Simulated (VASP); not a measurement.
# GaN: kernels and solvers of the Casida equation on one ground state

GaN, P6_3mc (no. 186), 4 atoms in the cell. PBE, TDDFT by the Casida equation; PAW potentials Ga_d_GW, N_GW (PBE set).

## Input

INCAR.step1:
```
SYSTEM = GaN
ALGO     = Normal         ! electronic algorithm
CSHIFT   = 0.1          
EDIFF    = 1E-7           ! SCF threshold, eV
ENCUT    = 420            ! plane-wave cutoff, eV
GGA      = PE             ! functional
ISMEAR   = 0              ! smearing method
KPAR     = 4            
LASPH    = .True.         ! aspherical terms in the spheres
LCHARG   = .False.        ! write CHGCAR
LOPTICS  = .True.         ! frequency-dependent dielectric function
LWAVE    = .True.         ! write WAVECAR
NBANDS   = 38             ! bands
NEDOS    = 2000           ! points of the DOS
PREC     = Accurate       ! precision mode
SIGMA    = 0.02           ! smearing width, eV
```

INCAR.step2:
```
SYSTEM = GaN
ALGO     = TDHF           ! electronic algorithm
ANTIRES  = 0            
CSHIFT   = 0.15         
EDIFF    = 1E-7           ! SCF threshold, eV
ENCUT    = 420            ! plane-wave cutoff, eV
ENCUTGW  = 150            ! cutoff of the response function
GGA      = PE             ! functional
IBSE     = 2            
ISMEAR   = 0              ! smearing method
ISTART   = 1            
KPAR     = 4            
LADDER   = .False.      
LASPH    = .True.         ! aspherical terms in the spheres
LCHARG   = .False.        ! write CHGCAR
LFXC     = .True.       
LHARTREE = .True.       
LWAVE    = .False.        ! write WAVECAR
NBANDS   = 38             ! bands
NBANDSO  = 4            
NBANDSV  = 8            
NBSEEIG  = 4            
NOMEGA   = 1000           ! frequency points
OMEGAMAX = 25           
PREC     = Accurate       ! precision mode
PRECFOCK = Fast         
SIGMA    = 0.02           ! smearing width, eV
```

INCAR.step3, as INCAR.step2 but for:
```
- ANTIRES = 0
+ ANTIRES = 1
```

INCAR.step4 changes the same tag again: ANTIRES = 2.

INCAR.step5, as INCAR.step4 but for:
```
- ANTIRES = 2
- LFXC = .True.
- LHARTREE = .True.
+ ANTIRES = 0
+ LFXC = .False.
+ LHARTREE = .False.
```

INCAR.step6, as INCAR.step5 but for:
```
- ANTIRES = 0
- LHARTREE = .False.
+ ANTIRES = 2
+ LHARTREE = .True.
```

INCAR.step7, as INCAR.step6 but for:
```
- ANTIRES = 2
- IBSE = 2
- LFXC = .False.
+ ANTIRES = 0
+ BSEPREC = High
+ IBSE = 3
+ LFXC = .True.
```

INCAR.step8, as INCAR.step7 but for:
```
- BSEPREC = High
- IBSE = 3
+ IBSE = 1
```

INCAR.step9, as INCAR.step8 but for:
```
- IBSE = 1
+ IBSE = 0
```

INCAR.step10, as INCAR.step9 but for:
```
- KPAR = 4
```

KPOINTS:
```
k-points
0
Gamma
  6 6 4
```

POSCAR:
```
GaN
1.0
    3.1800000000      0.0000000000      0.0000000000
   -1.5900000000      2.7539607840      0.0000000000
    0.0000000000      0.0000000000      5.1660000000
Ga N
2 2
Direct
    0.6666666667      0.3333333333      0.5000000000
    0.3333333333      0.6666666667      0.0000000000
    0.6666666667      0.3333333333      0.8750000000
    0.3333333333      0.6666666667      0.3750000000
```

Commands (each step's output is kept before the next begins):
```
cat potpaw_PBE.64/Ga_d_GW/POTCAR potpaw_PBE.64/N_GW/POTCAR > POTCAR
cp INCAR.step1 INCAR
mpirun -np 4 vasp_std > vasp.out
cp INCAR.step2 INCAR
mpirun -np 4 vasp_std > vasp.out
cp INCAR.step3 INCAR
mpirun -np 4 vasp_std > vasp.out
cp INCAR.step4 INCAR
mpirun -np 4 vasp_std > vasp.out
cp INCAR.step5 INCAR
mpirun -np 4 vasp_std > vasp.out
cp INCAR.step6 INCAR
mpirun -np 4 vasp_std > vasp.out
cp INCAR.step7 INCAR
mpirun -np 4 vasp_std > vasp.out
cp INCAR.step8 INCAR
mpirun -np 4 vasp_std > vasp.out
cp INCAR.step9 INCAR
mpirun -np 4 vasp_std > vasp.out
cp INCAR.step10 INCAR
mpirun -np 1 vasp_std > vasp.out
```

## Result

- Direct gap on the mesh (eV): 1.96
- Gap on the mesh (eV): 1.96
- Bands: 38

One ground state, settings moved in the last step alone:

| Settings | ε at zero frequency | First excitation (eV) | First bright (eV) | Time (s) |
|---|---|---|---|---|
| LOPTICS | 6.21 | – | – | 6 |
| full kernel, Tamm-Dancoff | 5.66 | 1.965 | 1.965 | 36 |
| full kernel, ANTIRES 1 | 5.60 | 1.969 | 1.969 | 34 |
| full kernel, ANTIRES 2 | 5.60 | 1.965 | 1.965 | 72 |
| independent particles | 5.73 | 1.960 | 1.960 | 21 |
| RPA: Hartree term alone, ANTIRES 2 | 5.40 | 1.967 | 1.967 | 72 |
| Lanczos (IBSE 3) | 5.66 | – | – | 16 |
| time evolution (IBSE 1) | 5.65 | – | – | 59 |
| KPAR with the old driver (IBSE 0) | – | – | – | no result |
| old driver (IBSE 0) on one core | 5.66 | 1.965 | 1.965 | 98 |

Make-up of the lowest excitation, one of several of nearly equal energy, so its shares depend on the choice among them:

| k point | From band | To band | Share |
|---|---|---|---|
| 0.000 0.000 0.000 | 17 | 19 | 1.00 |
| 0.000 0.000 0.000 | 18 | 19 | 0.00 |
| 0.000 0.000 -0.250 | 17 | 19 | 0.00 |
| 0.000 0.000 0.250 | 17 | 19 | 0.00 |
| 0.167 -0.167 0.000 | 18 | 19 | 0.00 |
| -0.167 0.167 0.000 | 18 | 19 | 0.00 |

Limits: The 6×6×4 mesh is coarse for a spectrum: peaks stand apart that a denser mesh merges, and ε at zero frequency can be far too high; the pairs hold 4 valence and 8 conduction bands, and what lies beyond is missing from ε.

VASP 6.6.1 took 418 s on 4 cores (Intel Xeon 6975P-C (Granite Rapids)), a shared host.
